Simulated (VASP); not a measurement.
# NaF (Villiaumite) (Fm-3m) in VASP: a series of runs, part 2 of 2

VASP 6.6.1. Earlier steps stand in the parts before.

## Step 3: Single point, r2SCAN

File INCAR:

```
PREC     = Accurate       # precision mode
ENCUT    = 450            # plane-wave cutoff, eV
EDIFF    = 1E-6           # SCF threshold, eV
ISMEAR   = 0              # smearing method
SIGMA    = 0.05           # smearing width, eV
LREAL    = Auto         
LASPH    = T              # aspherical terms in the spheres
NELM     = 100            # most SCF steps
ALGO     = Normal         # electronic algorithm
ISIF     = 2              # what is computed and relaxed
LWAVE    = F              # write WAVECAR
LCHARG   = F              # write CHGCAR
METAGGA  = R2SCAN         # meta-GGA
LMIXTAU  = T            
ADDGRID  = F
```

File KPOINTS:

```
Automatic mesh
0
Gamma
  5 5 5
```

File POSCAR:

```
NaF
1.0
    0.0000000000      2.3200000000      2.3200000000
    2.3200000000      0.0000000000      2.3200000000
    2.3200000000      2.3200000000      0.0000000000
Na F
1 1
Direct
    0.0000000000      0.0000000000      0.0000000000
    0.5000000000      0.5000000000      0.5000000000
```

Potentials or basis: VASP PAW PBE potentials, release 64 (Na_pv, F).

Run with:

```bash
$ cat potpaw_PBE.64/Na_pv/POTCAR potpaw_PBE.64/F/POTCAR > POTCAR
$ mpirun -np 1 vasp_std > vasp.out
```

OUTCAR:

```text
PREC = Accurate
   ENCUT = 450
   EDIFF = 1E-6
   ISMEAR = 0
   LREAL = Auto
   LASPH = T
   NELM = 100
   ISIF = 2
   METAGGA = R2SCAN

 Found     10 irreducible k-points:

 Following reciprocal coordinates:
            Coordinates               Weight
  0.000000  0.000000  0.000000      1.000000
  0.200000  0.000000  0.000000      8.000000
  0.400000  0.000000  0.000000      8.000000
  0.200000  0.200000  0.000000      6.000000
  0.400000  0.200000  0.000000     24.000000
 -0.400000  0.200000  0.000000     24.000000
   k-points           NKPTS =     10   k-points in BZ     NKDIM =     10   number of bands    NBANDS=     11
   number of dos      NEDOS =    301   number of ions     NIONS =      2
   total plane-waves  NPLWV =  13824
   dimension x,y,z NGX =    24 NGY =   24 NGZ =   24
   dimension x,y,z NGXF=    48 NGYF=   48 NGZF=   48
   ions per type =               1   1
   NGX,Y,Z   is equivalent  to a cutoff of  12.16, 12.16, 12.16 a.u.
   NGXF,Y,Z  is equivalent  to a cutoff of  24.32, 24.32, 24.32 a.u.
 SYSTEM =  unknown system
   PREC   = accura    normal or accurate (medium, high low for compatibility)
   ISTART =      0    job   : 0-new  1-cont  2-samecut
   ICHARG =      2    charge: 1-file 2-atom 10-const
   ISPIN  =      1    spin polarized calculation?
   LNONCOLLINEAR =      F non collinear calculations
   LSORBIT =      F    spin-orbit coupling
   LASPH  =      T    aspherical Exc in radial PAW
   ENCUT  =  450.0 eV  33.07 Ry    5.75 a.u.   5.67  5.67  5.67*2*pi/ulx,y,z
   NELM   =    100;   NELMIN=  2; NELMDL= -5     # of ELM steps
   EDIFF  = 0.1E-05   stopping-criterion for ELM
   LREAL  =      T    real-space projection
   EDIFFG = 0.1E-04   stopping-criterion for IOM
   NSW    =      0    number of steps for IOM
   IBRION =     -1    ionic relax: 0-MD 1-quasi-New 2-CG
   NFREE  =      0    steps in history (QN), initial steepest desc. (CG)
   ISIF   =      2    stress and relaxation
   ISYM   =      2    0-nonsym 1-usesym 2-fastsym
   POTIM  = 0.5000    time-step for ionic-motion
   TEBEG  =    0.0;   TEEND  =   0.0 temperature during run
   PSTRESS=    0.0 pullay stress
   NELECT =      14.0000    total number of electrons
   NUPDOWN=      -1.0000    fix difference up-down
   EMIN   =  10.00;   EMAX   =-10.00  energy-range for DOS
   EFERMI =   0.00;   METHOD = LEGACY
   ISMEAR =     0;   SIGMA  =   0.05  broadening in eV -4-tet -1-fermi 0-gaus
   EFERMI_NEDOS =   21; number of points for ismear=-14 and -15
   IALGO  =     38    algorithm
   IMIX   =      4    mixing-type and parameters
     AMIX     =   0.40;   BMIX     =  1.00
     AMIX_MAG =   1.60;   BMIX_MAG =  1.00
  volume/ion in A,a.u.               =      12.49        84.27
  Fermi-wavevector in a.u.,A,eV,Ry     =   1.349852  2.550851 24.791186  1.822101
  Thomas-Fermi vector in A             =   2.477405
   LORBIT       =      0    0 simple, 1 ext, 2 COOP (PROOUT), +10 PAW based schemes
   METAGGA = R2SCAN    functional components
   LHFCALC =     F    Hartree Fock is set to
   AEXX    =    0.0000 exact exchange contribution
   IVDW    =     0    specifies the selected vdW correction
   LEPSILON=     F    determine dielectric tensor
   LRPA    =     F    only Hartree local field effects (RPA)
 non-spin polarized calculation
 Gauss-broadening in eV      SIGMA  =   0.05
  energy-cutoff  :      450.00
  volume of cell :       24.97
 maximum number of plane-waves:       552
   NGX = 11   NGY = 11   NGZ = 11

 number of electron      13.9999982 magnetization

 Free energy of the ion-electron system (eV)
  ---------------------------------------------------
  ext. energy  EPLUGINS =         0.00000000
  ---------------------------------------------------
  free energy    TOTEN  =       -12.60307881 eV

  energy without entropy =      -12.60307881  energy(sigma->0) =      -12.60307881

 E-fermi :  -2.5113     XC(G=0):  -9.7533

 val. band max:       -2.7481104323   @ k =   0.0000   0.0000   0.0000
 cond. band min:       4.4060346162   @ k =   0.0000   0.0000   0.0000
 fundamental gap:      7.1541450485
 Fermi energy:        -2.5113300784

 k-point     1 :       0.0000    0.0000    0.0000
  band No.  band energies     occupation
      1     -23.0300      2.00000
      2     -22.2548      2.00000
      3     -22.2542      2.00000
      4     -22.2542      2.00000
      5      -2.7482      2.00000
      6      -2.7481      2.00000
      7      -2.7481      2.00000
      8       4.4060      0.00000
      9      17.0141      0.00000
     10      17.0141      0.00000
     11      17.0141      0.00000

 k-point     2 :       0.2000    0.0000    0.0000
  band No.  band energies     occupation
      1     -23.2039      2.00000
      2     -22.2585      2.00000
      3     -22.2580      2.00000
      4     -22.0368      2.00000
      5      -3.3672      2.00000
      6      -2.8402      2.00000
      7      -2.8402      2.00000
      8       5.6772      0.00000
      9      13.9492      0.00000
     10      17.6477      0.00000
     11      17.6480      0.00000

 k-point     3 :       0.4000    0.0000    0.0000
  band No.  band energies     occupation
      1     -23.3899      2.00000
      2     -22.2645      2.00000
      3     -22.2640      2.00000
      4     -21.7751      2.00000
      5      -4.1668      2.00000
      6      -2.9855      2.00000
      7      -2.9855      2.00000
      8       8.1368      0.00000
      9      11.3038      0.00000
     10      18.5325      0.00000
     11      18.5337      0.00000

 k-point     4 :       0.2000    0.2000    0.0000
  band No.  band energies     occupation
      1     -23.1654      2.00000
      2     -22.2714      2.00000
      3     -22.2710      2.00000
      4     -22.0514      2.00000
      5      -3.4178      2.00000
      6      -2.8963      2.00000
      7      -2.8962      2.00000
      8       6.0714      0.00000
      9      13.6409      0.00000
     10      17.5175      0.00000
     11      17.5176      0.00000

 k-point     5 :       0.4000    0.2000    0.0000
  band No.  band energies     occupation
      1     -23.2279      2.00000
      2     -22.2850      2.00000
      3     -22.2804      2.00000
      4     -21.9382      2.00000
      5      -3.9035      2.00000
      6      -3.1201      2.00000
      7      -3.0252      2.00000
      8       8.1751      0.00000
      9      11.8909      0.00000
     10      16.4910      0.00000
     11      18.0909      0.00000

 k-point     6 :      -0.4000    0.2000    0.0000
  band No.  band energies     occupation
      1     -23.2879      2.00000
      2     -22.3061      2.00000
      3     -22.2730      2.00000
      4     -21.8453      2.00000
      5      -4.0456      2.00000
      6      -3.3093      2.00000
      7      -3.0507      2.00000
      8       9.5710      0.00000
      9      10.9799      0.00000
     10      15.6349      0.00000
     11      18.6533      0.00000

 [... further k-points ...]

------------------------ aborting loop because EDIFF is reached ----------------------------------------

  FORCE on cell =-STRESS in cart. coord.  units (eV):
  Direction    XX          YY          ZZ          XY          YZ          ZX
  --------------------------------------------------------------------------------------
  -------------------------------------------------------------------------------------
  Total       -0.5943151     -0.5943151     -0.5943151      0.0000000      0.0000000      0.0000000
  in kB      -38.1270637    -38.1270637    -38.1270637      0.0000000      0.0000000      0.0000000
  external PRESSURE =     -38.1270637 kB  Pullay stress =       0.0000000 kB

 VOLUME and BASIS-vectors are now :
 -----------------------------------------------------------------------------
  energy-cutoff  :      450.00
  volume of cell :       24.97
      direct lattice vectors                 reciprocal lattice vectors
     0.000000000  2.320000000  2.320000000    -0.215517241  0.215517241  0.215517241
     2.320000000  0.000000000  2.320000000     0.215517241 -0.215517241  0.215517241
     2.320000000  2.320000000  0.000000000     0.215517241  0.215517241 -0.215517241

 POSITION                                       TOTAL-FORCE (eV/Angst)
 -----------------------------------------------------------------------------------
      0.00000      0.00000      0.00000         0.000000     -0.000000     -0.000000
      2.32000      2.32000      2.32000        -0.000000      0.000000      0.000000
 -----------------------------------------------------------------------------------
    total drift:                                0.000000     -0.000000      0.000000

  FREE ENERGIE OF THE ION-ELECTRON SYSTEM (eV)
  ---------------------------------------------------
  free  energy   TOTEN  =       -12.6030788112 eV

  energy  without entropy=      -12.6030788112  energy(sigma->0) =      -12.60307881
```

Run time: 16 s. Hardware: 1 thread of Intel Xeon Platinum 8488C (Sapphire Rapids), shared host; peak memory 0.13 GiB.

The run converged, but some of its settings lie outside the range that counts as converged, so its numbers aren't taken as properties of the crystal.

What came out:

- Free energy: -12.6031 eV
- Band gap on the k mesh: 7.15 eV, direct

Caveat: the k mesh is coarse (spacing up to 0.47 Å⁻¹), so the values aren't converged; the cutoff is under 1.25 times the usual one of these potentials, so pressure, stress and relaxed cells hold a basis-set (Pulay) error; the PAW data sets were made with another functional, which shifts forces and pressure a little.

## Step 4: Single point, r2SCAN

INCAR is that of step 3.

KPOINTS is that of step 3.

File POSCAR:

```
NaF
1.0
    0.0000000000      2.3200000000      2.3200000000
    2.3200000000      0.0000000000      2.3200000000
    2.3200000000      2.3200000000      0.0000000000
Na F
1 1
Direct
    0.0258840000     -0.0367460000      0.0017760000
    0.4822430000      0.5377660000      0.4799550000
```

Potentials or basis: VASP PAW PBE potentials, release 64 (Na_pv, F).

Run with:

```bash
$ cat potpaw_PBE.64/Na_pv/POTCAR potpaw_PBE.64/F/POTCAR > POTCAR
$ mpirun -np 1 vasp_std > vasp.out
```

OUTCAR:

```text
PREC = Accurate
   ENCUT = 450
   EDIFF = 1E-6
   ISMEAR = 0
   LREAL = Auto
   LASPH = T
   NELM = 100
   ISIF = 2
   METAGGA = R2SCAN

 Found     63 irreducible k-points:

 Following reciprocal coordinates:
            Coordinates               Weight
  0.000000  0.000000  0.000000      1.000000
  0.200000  0.000000  0.000000      2.000000
  0.000000  0.200000  0.000000      2.000000
  0.000000  0.000000  0.200000      2.000000
  0.200000  0.200000  0.200000      2.000000
[... 161 lines left out ...]
------------------------ aborting loop because EDIFF is reached ----------------------------------------

  FORCE on cell =-STRESS in cart. coord.  units (eV):
  Direction    XX          YY          ZZ          XY          YZ          ZX
  --------------------------------------------------------------------------------------
  -------------------------------------------------------------------------------------
  Total       -0.3909007     -0.2177449     -0.5689652      0.0778496      0.0386298     -0.0395375
  in kB      -25.0774335    -13.9689782    -36.5007989      4.9942838      2.4782130     -2.5364472
  external PRESSURE =     -25.1824035 kB  Pullay stress =       0.0000000 kB

 VOLUME and BASIS-vectors are now :
 -----------------------------------------------------------------------------
  energy-cutoff  :      450.00
  volume of cell :       24.97
      direct lattice vectors                 reciprocal lattice vectors
     0.000000000  2.320000000  2.320000000    -0.215517241  0.215517241  0.215517241
     2.320000000  0.000000000  2.320000000     0.215517241 -0.215517241  0.215517241
     2.320000000  2.320000000  0.000000000     0.215517241  0.215517241 -0.215517241

 POSITION                                       TOTAL-FORCE (eV/Angst)
 -----------------------------------------------------------------------------------
      2.23887      0.06417      2.29480         0.277755     -0.385281      0.151700
      2.36111      2.23230      2.36642        -0.277755      0.385281     -0.151700
 -----------------------------------------------------------------------------------
    total drift:                               -0.016825     -0.005129     -0.001505

  FREE ENERGIE OF THE ION-ELECTRON SYSTEM (eV)
  ---------------------------------------------------
  free  energy   TOTEN  =       -12.5541874971 eV

  energy  without entropy=      -12.5541874971  energy(sigma->0) =      -12.55418750
```

stdout:

```text
POSCAR found type information on POSCAR NaF
 POSCAR found :  2 types and       2 ions
 scaLAPACK will be used
 -----------------------------------------------------------------------------
|                                                                             |
|                                                                             |
|     You have a (more or less) 'small supercell' and for smaller cells       |
|     it is recommended to use the reciprocal-space projection scheme!        |
|     The real-space optimization is not efficient for small cells and it     |
|     is also less accurate ...                                               |
|     Therefore, set LREAL=.FALSE. in the INCAR file.                         |
|                                                                             |
 -----------------------------------------------------------------------------

 -----------------------------------------------------------------------------
|                                                                             |
|                                                                             |
|     You enforced a specific xc type in the INCAR file but a different       |
|     I HOPE YOU KNOW WHAT YOU ARE DOING!                                     |
|                                                                             |
 -----------------------------------------------------------------------------

 LDA part: xc-table for (None), standard interpolation
 POSCAR, INCAR and KPOINTS ok, starting setup
 FFT: planning ... GRIDC
 FFT: planning ... GRID_SOFT
 FFT: planning ... GRID
 WAVECAR not read
 entering main loop
```

It took 56 s on 1 thread of Intel Xeon Platinum 8488C (Sapphire Rapids), shared host; peak memory 0.14 GiB.

The run converged, but some of its settings lie outside the range that counts as converged, so its numbers aren't taken as properties of the crystal.

What came out:

* Free energy: -12.5542 eV
* Largest force: 0.499 eV/Å
* Band gap on the k mesh: 7.14 eV, direct

Caveat: the k mesh is coarse (spacing up to 0.47 Å⁻¹), so the values aren't converged; the cutoff is under 1.25 times the usual one of these potentials, so pressure, stress and relaxed cells hold a basis-set (Pulay) error; the PAW data sets were made with another functional, which shifts forces and pressure a little.

## Step 5: The reference run

An earlier run on the cell as given: functional PBEsol; potentials or basis VASP PAW PBE potentials, release 64 (Na_pv, F); cutoff 520 eV; k mesh 10 × 10 × 10; occupations fermi-dirac, width 0.05 eV; no spin polarisation.

* Pressure: -0.3 GPa
* Band gap on the k mesh: 6.14 eV, direct
